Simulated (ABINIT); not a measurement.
# BAs (F-43m): third-order response

Which lines does BAs (F-43m) show in Raman and infrared spectra?

Method: DFT LDA, scalar-relativistic, plane waves, PseudoDojo norm-conserving pseudopotentials, in ABINIT 10.8.3.

### 1. The starting structure

The structure is cubic, space group F-43m (No. 216). The conventional cell has a = 4.777 Å, b = 4.777 Å, c = 4.777 Å, α = 90.00°, β = 90.00°, γ = 90.00°. Nearest to B lie 4 As at 2.07 Å. Nearest to As lie 4 B at 2.07 Å. Farther neighbours are not listed.

### 2. A first look

A first run with smearing and empty bands tells whether the crystal has a gap, which decides between fixed occupations and smearing later on.

File probe.abi:

```
# ground state
tolvrs 1.0d-08
prtden 1
prtwf 1

# basis, mesh and filling
ecut 34.0
ngkpt 6 6 6
nshiftk 1
shiftk 0.0 0.0 0.0
istwfk *1
occopt 7
tsmear 0.005
nband 15
nstep 100
diemac 9.0
prtebands 0
prtgsr 0

# cell and atoms
acell 6.383209678 6.383209678 6.383209678
rprim 
    -0.7071067812 0.0 0.7071067812
    0.0 0.7071067812 0.7071067812
    -0.7071067812 0.7071067812 0.0
ntypat 2
znucl 5 33
natom 2
typat 1 2
xred 
    0.0 0.0 0.0
    0.25 0.25 0.25
pp_dirpath "./pseudo"
pseudos "B.upf, As.upf"
```

The run is started by

```
> OMP_NUM_THREADS=1 mpirun -n 4 abinit probe.abi > probe.log
```

Numbers of over 12 decimals in the logs are rounded to 6 here.

probe.abo, the main output file:

```text
[banners, grids, parts of the stress and lines that vanish by symmetry left out]
- input  file    -> probe.abi
- output file    -> probe.abo
- root for input  files -> probei
[...]
Symmetries : space group F-4 3 m (#216); Bravais cF (face-center cubic)
[...]
mpw =        1807          nfft =       46656          nkpt =          16
[...]
== DATASET  1 ==================================================================
[...]
cutoff_energies: {ecut:  34.0, pawecutdg:  -1.0, }
[...]
ETOT  1  -108.70280921630    -1.087E+02 8.944E-01 1.497E+02
 ETOT  2  -108.91628559903    -2.135E-01 6.709E-03 5.672E+01
 ETOT  3  -108.92656137022    -1.028E-02 5.581E-03 1.680E-01
 ETOT  4  -108.92658933162    -2.796E-05 1.856E-03 2.182E-03
 ETOT  5  -108.92658996412    -6.325E-07 8.375E-04 1.020E-04
 ETOT  6  -108.92658997738    -1.326E-08 3.345E-04 6.263E-06
 ETOT  7  -108.92658997806    -6.727E-10 4.155E-04 5.330E-08
 ETOT  8  -108.92658997807    -1.229E-11 1.562E-04 4.000E-10
 At SCF step    8       vres2   =  4.00E-10 < tolvrs=  1.00E-08 =>converged.
[...]
sigma(1 1)=  7.24593754E-04  sigma(3 2)=  0.00000000E+00
  sigma(2 2)=  7.24593754E-04  sigma(3 1)=  0.00000000E+00
  sigma(3 3)=  7.24593754E-04  sigma(2 1)=  0.00000000E+00
[...]
convergence: {deltae: -1.229E-11, res2:  4.000E-10, residm:  1.562E-04, diffor: null, }
etotal    :  -1.08926590E+02
[...]
sigma(1 1)=  7.24593754E-04  sigma(3 2)=  0.00000000E+00
  sigma(2 2)=  7.24593754E-04  sigma(3 1)=  0.00000000E+00
  sigma(3 3)=  7.24593754E-04  sigma(2 1)=  0.00000000E+00
[...]
- sigma(1 1)=  2.13182843E+01  sigma(3 2)=  0.00000000E+00
- sigma(2 2)=  2.13182843E+01  sigma(3 1)=  0.00000000E+00
- sigma(3 3)=  2.13182843E+01  sigma(2 1)=  0.00000000E+00
[...]
fcart     -0.0000000000E+00 -0.0000000000E+00 -0.0000000000E+00
           strten      7.2459375398E-04  7.2459375398E-04  7.2459375398E-04
================================================================================

[key lines of the parts left out:]
pressure_GPa:  -2.1318E+01
```

It took 5.7 s on 4 MPI ranks of Arm Neoverse V1, shared host; 21 s of CPU time.

This step gave:

| Item | Value |
| --- | --- |
| volume per atom | 13.63 Å³ |
| pressure | -21.32 GPa |
| gap on the k-mesh | 1.242 eV |

A gap of 1.2 eV opens on this mesh, so the crystal is taken as an insulator; the printed pressure holds the stress of the finite basis too.

### 3. Relaxation

The harmonic expansion needs vanishing forces, and a free crystal bears no stress, so cell and atoms are brought to rest. Stress is more sensitive to the basis than forces are: the last 3 Ha under the cutoff are smoothed with ecutsm, and the cutoff is raised above that of the later runs.

File relax.abi:

```
# relaxation
ionmov 2
optcell 2
dilatmx 1.08
ntime 40
tolmxf 1.0d-05
tolvrs 1.0d-14
prtwf 0
prtden 0
chksymtnons 0

# basis, mesh and filling
ecut 42.0
ecutsm 3.0
ngkpt 10 10 10
nshiftk 1
shiftk 0.0 0.0 0.0
istwfk *1
occopt 1
nband 9
nstep 100
diemac 9.0
prtebands 0
prtgsr 0

# cell and atoms
acell 6.383209678 6.383209678 6.383209678
rprim 
    -0.7071067812 0.0 0.7071067812
    0.0 0.7071067812 0.7071067812
    -0.7071067812 0.7071067812 0.0
ntypat 2
znucl 5 33
natom 2
typat 1 2
xred 
    0.0 0.0 0.0
    0.25 0.25 0.25
pp_dirpath "./pseudo"
pseudos "B.upf, As.upf"
```

The run is started by

```
> OMP_NUM_THREADS=1 mpirun -n 4 abinit relax.abi > relax.log
```

relax.abo, the main output file:

```text
[banners, grids, parts of the stress and lines that vanish by symmetry left out]
- input  file    -> relax.abi
- output file    -> relax.abo
- root for input  files -> relaxi
[...]
Symmetries : space group F-4 3 m (#216); Bravais cF (face-center cubic)
[...]
mpw =        3032          nfft =       91125          nkpt =          47
[...]
== DATASET  1 ==================================================================
[...]
cutoff_energies: {ecut:  42.0, pawecutdg:  -1.0, }
[...]
ETOT  1  -105.93238927270    -1.059E+02 2.102E+00 1.879E+03
 ETOT  2  -108.66062520358    -2.728E+00 6.369E-02 3.111E+03
 ETOT  3  -108.90153672683    -2.409E-01 5.819E-03 3.808E+02
 ETOT  4  -108.87090704166     3.063E-02 1.211E-04 7.357E+02
 ETOT  5  -108.92928844652    -5.838E-02 2.995E-03 6.395E+01
[...]
At SCF step   16       vres2   =  9.18E-15 < tolvrs=  1.00E-14 =>converged.
[...]
sigma(1 1)=  1.33407712E-04  sigma(3 2)=  0.00000000E+00
  sigma(2 2)=  1.33407712E-04  sigma(3 1)=  0.00000000E+00
  sigma(3 3)=  1.33407712E-04  sigma(2 1)=  0.00000000E+00
[...]
convergence: {deltae: -2.586E-12, res2:  9.182E-15, residm:  1.638E-17, diffor: null, }
etotal    :  -1.08935035E+02
[...]
ETOT  1  -108.93213386009    -1.089E+02 2.538E-02 4.455E+01
[...]
At SCF step   12       vres2   =  7.62E-16 < tolvrs=  1.00E-14 =>converged.
[...]
sigma(1 1)=  7.86892949E-05  sigma(3 2)=  0.00000000E+00
  sigma(2 2)=  7.86892949E-05  sigma(3 1)=  0.00000000E+00
  sigma(3 3)=  7.86892949E-05  sigma(2 1)=  0.00000000E+00
[...]
convergence: {deltae:  1.558E-11, res2:  7.624E-16, residm:  2.082E-17, diffor: null, }
etotal    :  -1.08935268E+02
[...]
ETOT  1  -108.92938251650    -1.089E+02 1.515E-03 8.636E+01
[...]
At SCF step   12       vres2   =  7.93E-16 < tolvrs=  1.00E-14 =>converged.
[...]
sigma(1 1)= -2.86409081E-06  sigma(3 2)=  0.00000000E+00
  sigma(2 2)= -2.86409081E-06  sigma(3 1)=  0.00000000E+00
  sigma(3 3)= -2.86409081E-06  sigma(2 1)=  0.00000000E+00
[...]
convergence: {deltae: -5.485E-12, res2:  7.930E-16, residm:  2.131E-16, diffor: null, }
etotal    :  -1.08935386E+02
[...]
ETOT  1  -108.93537850587    -1.089E+02 4.147E-09 1.040E-01
[...]
ETOT  8  -108.93538567921     6.096E-12 1.670E-14 1.883E-12
 ETOT  9  -108.93538567922    -5.045E-12 7.641E-16 2.427E-15
 At SCF step    9       vres2   =  2.43E-15 < tolvrs=  1.00E-14 =>converged.
[...]
sigma(1 1)=  5.70346931E-08  sigma(3 2)=  0.00000000E+00
  sigma(2 2)=  5.70346931E-08  sigma(3 1)=  0.00000000E+00
  sigma(3 3)=  5.70346931E-08  sigma(2 1)=  0.00000000E+00
[...]
convergence: {deltae: -5.045E-12, res2:  2.427E-15, residm:  7.641E-16, diffor: null, }
etotal    :  -1.08935386E+02
[...]
At Broyd/MD step   4, gradients are converged :
[...]
sigma(1 1)=  5.70346931E-08  sigma(3 2)=  0.00000000E+00
  sigma(2 2)=  5.70346931E-08  sigma(3 1)=  0.00000000E+00
  sigma(3 3)=  5.70346931E-08  sigma(2 1)=  0.00000000E+00
[...]
- sigma(1 1)=  1.67801860E-03  sigma(3 2)=  0.00000000E+00
- sigma(2 2)=  1.67801860E-03  sigma(3 1)=  0.00000000E+00
- sigma(3 3)=  1.67801860E-03  sigma(2 1)=  0.00000000E+00
[...]
fcart      1.4114575306E-30  4.7048584355E-31  4.7048584355E-31
           strten      5.7034693097E-08  5.7034693100E-08  5.7034693097E-08
================================================================================

[key lines of the parts left out:]
pressure_GPa:  -1.6780E-03
Total energy (etotal) [Ha]= -1.08935385679219E+02
```

It took 74 s on 4 MPI ranks; 4.9 min of CPU time.

The steps of the relaxation:

| step | energy less that of the first step (eV) | largest force (eV/Å) | volume (Å³) |
| --- | --- | --- | --- |
| 1 | 0.0000 | 0.0000 | 27.25 |
| 2 | -0.0064 | 0.0000 | 26.93 |
| 3 | -0.0096 | 0.0000 | 26.48 |
| 4 | -0.0096 | 0.0000 | 26.49 |

| conventional cell, symmetrised | before | after | change |
| --- | --- | --- | --- |
| a (Å) | 4.777 | 4.732 | -0.9 % |
| b (Å) | 4.777 | 4.732 | -0.9 % |
| c (Å) | 4.777 | 4.732 | -0.9 % |
| volume (Å³/atom) | 13.63 | 13.25 | -2.8 % |

Final coordinates:

```
B As
1.0
    -2.36605    0.00000    2.36605
     0.00000    2.36605    2.36605
    -2.36605    2.36605    0.00000
B As
1 1
Direct
  0.00000 0.00000 0.00000
  0.25000 0.25000 0.25000
```

Numbers from this step:

- volume per atom: 13.25 Å³
- pressure: -0.001678 GPa

The volume changes by -2.8 % in this run and stands -2.8 % from the first cell.

### 4. Self-consistent run for the response

The response is built on these wavefunctions, so the potential is converged far more tightly than an energy would need. The mesh is shifted off Γ, since shifted meshes converge sums over the zone faster.

File gs.abi:

```
# ground state
tolvrs 1.0d-16
prtden 1
prtwf 1

# basis, mesh and filling
ecut 34.0
ngkpt 8 8 8
nshiftk 4
shiftk 
    0.5 0.5 0.5
    0.5 0.0 0.0
    0.0 0.5 0.0
    0.0 0.0 0.5
istwfk *1
occopt 1
nband 9
nstep 100
diemac 9.0
prtebands 0
prtgsr 0

# cell and atoms
acell 6.323209969 6.323209969 6.323209969
rprim 
    -0.7071067812 0.0 0.7071067812
    0.0 0.7071067812 0.7071067812
    -0.7071067812 0.7071067812 0.0
ntypat 2
znucl 5 33
natom 2
typat 1 2
xred 
    0.0 0.0 0.0
    0.25 0.25 0.25
pp_dirpath "./pseudo"
pseudos "B.upf, As.upf"
```

The run is started by

```
> OMP_NUM_THREADS=1 mpirun -n 4 abinit gs.abi > gs.log
```

gs.abo, the main output file:

```text
[banners, grids, parts of the stress and lines that vanish by symmetry left out]
- input  file    -> gs.abi
- output file    -> gs.abo
- root for input  files -> gsi
[...]
Symmetries : space group F-4 3 m (#216); Bravais cF (face-center cubic)
[...]
mpw =        1713          nfft =       46656          nkpt =          60
[...]
== DATASET  1 ==================================================================
[...]
cutoff_energies: {ecut:  34.0, pawecutdg:  -1.0, }
[...]
ETOT  1  -106.11729994356    -1.061E+02 1.824E+00 9.198E+02
 ETOT  2  -108.68292870967    -2.566E+00 8.361E-02 1.449E+03
 ETOT  3  -108.89813370293    -2.152E-01 5.603E-03 1.729E+02
 ETOT  4  -108.88574693329     1.239E-02 4.454E-05 2.479E+02
 ETOT  5  -108.92431782000    -3.857E-02 1.357E-03 1.918E+01
[...]
ETOT 16  -108.92765164330    -1.108E-12 6.136E-18 5.119E-16
 ETOT 17  -108.92765164330    -4.036E-12 1.593E-19 1.664E-18
 At SCF step   17       vres2   =  1.66E-18 < tolvrs=  1.00E-16 =>converged.
[...]
sigma(1 1)=  6.08661409E-04  sigma(3 2)=  0.00000000E+00
  sigma(2 2)=  6.08661409E-04  sigma(3 1)=  0.00000000E+00
  sigma(3 3)=  6.08661409E-04  sigma(2 1)=  0.00000000E+00
[...]
convergence: {deltae: -4.036E-12, res2:  1.664E-18, residm:  1.593E-19, diffor: null, }
etotal    :  -1.08927652E+02
[...]
sigma(1 1)=  6.08661409E-04  sigma(3 2)=  0.00000000E+00
  sigma(2 2)=  6.08661409E-04  sigma(3 1)=  0.00000000E+00
  sigma(3 3)=  6.08661409E-04  sigma(2 1)=  0.00000000E+00
[...]
- sigma(1 1)=  1.79074369E+01  sigma(3 2)=  0.00000000E+00
- sigma(2 2)=  1.79074369E+01  sigma(3 1)=  0.00000000E+00
- sigma(3 3)=  1.79074369E+01  sigma(2 1)=  0.00000000E+00
[...]
fcart     -0.0000000000E+00 -0.0000000000E+00 -0.0000000000E+00
           strten      6.0866140930E-04  6.0866140930E-04  6.0866140930E-04
================================================================================

[key lines of the parts left out:]
pressure_GPa:  -1.7907E+01
```

Elapsed: 16 s, on 4 MPI ranks; 63 s of CPU time.

Read from the output:

* pressure: -17.91 GPa

The cell stands at -18 GPa: the relaxation ran with a smoothed and higher cutoff and on another k mesh. A stress of this size shows a cutoff too low for these files.

### 5. Empty bands

Empty bands on the ground state's density check that the gap assumed so far is there in this cell.

File gap.abi:

```
# empty bands on the ground state's density
iscf -2
getden_filepath "gso_DEN"
tolwfr 1.0d-12
nbdbuf 2
prtwf 0

# basis, mesh and filling
ecut 34.0
ngkpt 12 12 12
nshiftk 1
shiftk 0.0 0.0 0.0
istwfk *1
occopt 1
nband 13
nstep 100
diemac 9.0
prtebands 0
prtgsr 0

# cell and atoms
acell 6.323209969 6.323209969 6.323209969
rprim 
    -0.7071067812 0.0 0.7071067812
    0.0 0.7071067812 0.7071067812
    -0.7071067812 0.7071067812 0.0
ntypat 2
znucl 5 33
natom 2
typat 1 2
xred 
    0.0 0.0 0.0
    0.25 0.25 0.25
pp_dirpath "./pseudo"
pseudos "B.upf, As.upf"
```

The run is started by

```
> OMP_NUM_THREADS=1 mpirun -n 4 abinit gap.abi > gap.log
```

gap.abo, the main output file:

```text
[banners, grids, parts of the stress and lines that vanish by symmetry left out]
- input  file    -> gap.abi
- output file    -> gap.abo
- root for input  files -> gapi
[...]
Symmetries : space group F-4 3 m (#216); Bravais cF (face-center cubic)
[...]
mpw =        1717          nfft =       46656          nkpt =          72
[...]
== DATASET  1 ==================================================================
[...]
cutoff_energies: {ecut:  34.0, pawecutdg:  -1.0, }
[...]
-outvars: echo values of variables after computation
            acell      6.3232099690E+00  6.3232099690E+00  6.3232099690E+00 Bohr
================================================================================
```

Elapsed: 11 s, on 4 MPI ranks.

Read from the output:

| Quantity | Value |
| --- | --- |
| gap on the k-mesh | 1.123 eV |

In this cell the gap on the mesh is 1.1 eV, indirect (smallest direct 3.3 eV), so fixed occupations hold.

[end of part 1 of 3]

[Host names and launcher messages were left out of these logs when they were recorded.]

[Logs are printed without paths, hosts, clocks, repeated set-up lines and the standing remarks that a program may print on its own settings, such as how far it seeks lower states.]

[Hosts, paths, dates, database ids (printed as entryN), source tags and the programs' standing remarks are cut or masked in the printed files.]
